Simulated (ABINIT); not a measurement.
# Si (P-1) in ABINIT: a series of runs, part 2 of 2

ABINIT 10.8.3 (patched build).

### Step 3. Single point, LDA-Teter

Contents of run.abi:

```
pp_dirpath "./"
pseudos "Si.upf"

acell 2.7799461647 2.3762316486 4.6400947518 Angstrom
rprim
     0.1171416893    -0.0798039051     0.9899036121
     0.4775438584    -0.7621712559    -0.4370890526
     0.5593336384     0.8284842262     0.0275638876
ntypat 1
znucl 14
natom 2
typat 1 1
xred
     0.0375419000     0.9630044000     0.0359764900
     0.4624581000     0.0369956000     0.4640235100
chkprim 0
chksymtnons 0
tolsym 1.0e-6

ecut 16.0

kptopt 1
ngkpt 8 10 4
nshiftk 1
shiftk 0.0 0.0 0.0

ixc 1

nband 8
occopt 3
tsmear 0.05 eV

nstep 100
tolvrs 1.0e-10

iomode 3
prtwf 0
prtden 0
prteig 0
prtebands 0
```

Potentials or basis: PseudoDojo NC SR LDA v0.4.1 standard.

Started as:

```
$ abinit run.abi > log 2>&1
```

run.abo:

```text
.Version 10.8.3 of ABINIT
 Symmetries : space group P-1 (#  2); Bravais aP (primitive triclinic)
================================================================================
 Values of the parameters that define the memory need of the present run
     intxc =       0    ionmov =       0      iscf =       7    lmnmax =       6
     lnmax =       6     mgfft =      32  mpssoang =       3    mqgrid =    3001
     natom =       2  nloc_mem =       1    nspden =       1   nspinor =       1
    nsppol =       1      nsym =       2    n1xccc =    2501    ntypat =       1
    occopt =       3   xclevel =       1
       mpw =         567          nfft =       11520          nkpt =         164
================================================================================
================================================================================

--------------------------------------------------------------------------------
------------- Echo of variables that govern the present computation ------------
--------------------------------------------------------------------------------
 -outvars: echo values of preprocessed input variables --------
            acell      5.2533368961E+00  4.4904270276E+00  8.7685082792E+00 Bohr
              amu      2.80855000E+01
          chkprim           0
      chksymtnons           0
             ecut      1.60000000E+01 Hartree
                       outvar_i_n : Printing only first  50 k-points.
                       outvar_i_n : Printing only first  50 k-points.
         kptrlatt        8    0    0      0   10    0      0    0    4
          kptrlen      3.50740331E+01
            natom           2
            nband           8
            ngfft          20      18      32
             nkpt         164
            nstep         100
             nsym           2
           ntypat           1
                       prtocc : prtvol=0, do not print more k-points.
           occopt           3
           prtden           0
        prtebands           0
           prteig           0
            prtwf           0
            rprim      1.1714168930E-01 -7.9803905100E-02  9.8990361210E-01
                       4.7754385840E-01 -7.6217125590E-01 -4.3708905260E-01
                       5.5933363840E-01  8.2848422620E-01  2.7563887600E-02
          spgroup           2
           tolsym      1.00000000E-06
           tolvrs      1.00000000E-10
           tsmear      1.83746611E-03 Hartree
            typat      1  1
                       outvars : Printing only first  50 k-points.
           xangst      1.1983713053E+00 -1.6141191353E+00 -8.9228817517E-01
                       1.3968878596E+00  1.6142210504E+00  1.2935522352E+00
            xcart      2.2645935642E+00 -3.0502431003E+00 -1.6861802765E+00
                       2.6397354832E+00  3.0504356919E+00  2.4444594540E+00
             xred      3.7541900000E-02  9.6300440000E-01  3.5976490000E-02
                       4.6245810000E-01  3.6995600000E-02  4.6402351000E-01
            znucl       14.00000

================================================================================

 chkinp: Checking input parameters for consistency.

================================================================================
== DATASET  1 ==================================================================

--- !DatasetInfo
iteration_state: {dtset: 1, }
dimensions: {natom: 2, nkpt: 164, mband: 8, nsppol: 1, nspinor: 1, nspden: 1, mpw: 567, }
cutoff_energies: {ecut:  16.0, pawecutdg:  -1.0, }
electrons: {nelect:   8.00000000E+00, charge:   0.00000000E+00, occopt:   3.00000000E+00, tsmear:   1.83746611E-03, }
meta: {optdriver: 0, ionmov: 0, optcell: 0, iscf: 7, paral_kgb: 0, }
...

 Exchange-correlation functional for the present dataset will be:
  LDA: new Teter (4/93) with spin-polarized option - ixc=1
  S. Goedecker, M. Teter, J. Huetter, PRB 54, 1703 (1996)

[... 43 lines left out ...]
iteration_state: {dtset: 1, }
comment   : Summary of ground state results
lattice_vectors:
- [  0.6153848,  -0.4192368,   5.2002972, ]
- [  2.1443758,  -3.4224744,  -1.9627165, ]
- [  4.9045216,   7.2645708,   0.2416942, ]
lattice_lengths: [   5.25334,    4.49043,    8.76851, ]
lattice_angles: [112.110,  88.471, 108.416, ] # degrees, (23, 13, 12)
lattice_volume:   1.8081841E+02
convergence: {deltae: -1.332E-13, res2:  1.606E-12, residm:  1.054E-04, diffor: null, }
etotal    :  -8.47589211E+00
entropy   :   0.00000000E+00
fermie    :   3.46150213E-01
cartesian_stress_tensor: # hartree/bohr^3
- [ -4.78185442E-04,   3.34954197E-05,  -2.03998893E-04, ]
- [  3.34954197E-05,  -6.09383977E-04,  -2.26873905E-04, ]
- [ -2.03998893E-04,  -2.26873905E-04,  -4.90781381E-04, ]
pressure_GPa:   1.5479E+01
xred      :
- [  3.7542E-02,   9.6300E-01,   3.5976E-02, Si]
- [  4.6246E-01,   3.6996E-02,   4.6402E-01, Si]
cartesian_forces: # hartree/bohr
- [ -3.19247826E-02,  -2.21974223E-02,  -9.61666609E-03, ]
- [  3.19247826E-02,   2.21974223E-02,   9.61666609E-03, ]
force_length_stats: {min:   4.00549319E-02, max:   4.00549319E-02, mean:   4.00549319E-02, }
...

 Integrated electronic density in atomic spheres:
 ------------------------------------------------
 Atom  Sphere_radius  Integrated_density
    1        2.00000          1.84158974
    2        2.00000          1.84158974
================================================================================

 ----iterations are completed or convergence reached----

 Mean square residual over all n,k,spin=   27.574E-08; max=  10.544E-05
 reduced coordinates (array xred) for    2 atoms
       0.037541900000      0.963004400000      0.035976490000
       0.462458100000      0.036995600000      0.464023510000
 rms dE/dt=  1.8871E-01; max dE/dt=  3.2015E-01; dE/dt below (all hartree)
    1       0.060349569767     -0.026386166247      0.320154824988
    2      -0.060349569767      0.026386166247     -0.320154824988

 cartesian coordinates (angstrom) at end:
    1      1.19837130533642    -1.61411913531019    -0.89228817517199
    2      1.39688785955874     1.61422105040184     1.29355223516330

 cartesian forces (hartree/bohr) at end:
    1     -0.03192478255977    -0.02219742231461    -0.00961666608982
    2      0.03192478255977     0.02219742231461     0.00961666608982
 frms,max,avg= 2.3125726E-02 3.1924783E-02   0.000E+00  0.000E+00  0.000E+00 h/b

 cartesian forces (eV/Angstrom) at end:
    1     -1.64163832406879    -1.14143734883659    -0.49450885290349
    2      1.64163832406879     1.14143734883659     0.49450885290349
 frms,max,avg= 1.1891726E+00 1.6416383E+00   0.000E+00  0.000E+00  0.000E+00 e/A
 length scales=  5.253336896051  4.490427027568  8.768508279164 bohr
              =  2.779946164700  2.376231648600  4.640094751800 angstroms
 Fermi (or HOMO) energy (hartree) =   0.34615   Average Vxc (hartree)=  -0.41408
 Eigenvalues (hartree) for nkpt= 164  k points:
 kpt#   1, nband=  8, wtk=  0.00313, kpt=  0.0000  0.0000  0.0000 (reduced coord)
  -0.21843    0.07403    0.09426    0.48297    0.53997    0.68311    0.69807    0.73906
      occupation numbers for kpt#   1
   2.00000    2.00000    2.00000    0.00000    0.00000    0.00000    0.00000    0.00000
 prteigrs : prtvol=0 or 1, do not print more k-points.

--- !EnergyTerms
iteration_state     : {dtset: 1, }
comment             : Components of total free energy in Hartree
kinetic             :  3.35884158414816E+00
hartree             :  1.64768150442045E-01
xc                  : -3.22645359420724E+00
Ewald energy        : -1.00721692890219E+01
psp_core            :  5.90208889482440E-01
local_psp           : -5.98189790253790E-01
non_local_psp       :  1.30734598450857E+00
internal            : -8.47564806490171E+00
'-kT*entropy'       : -2.44045739280667E-04
total_energy        : -8.47589211064099E+00
total_energy_eV     : -2.30640774001915E+02
band_energy         :  9.95478006933287E-01
...

 Cartesian components of stress tensor (hartree/bohr^3)
  sigma(1 1)= -4.78185442E-04  sigma(3 2)= -2.26873905E-04
  sigma(2 2)= -6.09383977E-04  sigma(3 1)= -2.03998893E-04
  sigma(3 3)= -4.90781381E-04  sigma(2 1)=  3.34954197E-05

-Cartesian components of stress tensor (GPa)         [Pressure=  1.5479E+01 GPa]
- sigma(1 1)= -1.40687014E+01  sigma(3 2)= -6.67486075E+00
- sigma(2 2)= -1.79286956E+01  sigma(3 1)= -6.00185464E+00
- sigma(3 3)= -1.44392867E+01  sigma(2 1)=  9.85469271E-01

== END DATASET(S) ==============================================================
================================================================================

 -outvars: echo values of variables after computation  --------
            acell      5.2533368961E+00  4.4904270276E+00  8.7685082792E+00 Bohr
           etotal     -8.4758921106E+00
            fcart     -3.1924782560E-02 -2.2197422315E-02 -9.6166660898E-03
                       3.1924782560E-02  2.2197422315E-02  9.6166660898E-03
            rprim      1.1714168930E-01 -7.9803905100E-02  9.8990361210E-01
                       4.7754385840E-01 -7.6217125590E-01 -4.3708905260E-01
                       5.5933363840E-01  8.2848422620E-01  2.7563887600E-02
           strten     -4.7818544229E-04 -6.0938397705E-04 -4.9078138093E-04
                      -2.2687390542E-04 -2.0399889283E-04  3.3495419694E-05
           xangst      1.1983713053E+00 -1.6141191353E+00 -8.9228817517E-01
                       1.3968878596E+00  1.6142210504E+00  1.2935522352E+00
             xred      3.7541900000E-02  9.6300440000E-01  3.5976490000E-02
                       4.6245810000E-01  3.6995600000E-02  4.6402351000E-01
 Calculation completed.
```

Wall time 14 s (1 thread of Arm Neoverse V1, shared host); peak memory 0.06 GiB.

What came out:

```
Free energy                                           : -230.6408 eV
Pressure                                              : 15.5 GPa
Largest force                                         : 2.060 eV/Å
Band gap on the k mesh                                : none (metal or under the smearing width)
Valence electrons inside the program's atomic spheres : Si 1.84 (radii [1.0584] Å)
```

Forces in eV/Å, atoms in the order of the input:
```
Si  -1.642 -1.141 -0.495
Si   1.642  1.141  0.495
```

Stress tensor (GPa, compression positive):
```
14.07 -0.99  6.00
-0.99 17.93  6.67
 6.00  6.67 14.44
```

Caveat: the k mesh is coarse (spacing up to 0.37 Å⁻¹), so the values aren't converged; so large a pressure means that the cell lies far from this level's equilibrium, or that cutoff or potentials fall short; forces of over 1 eV/Å show positions far from the minimum, so gaps and moduli don't describe the material at rest.
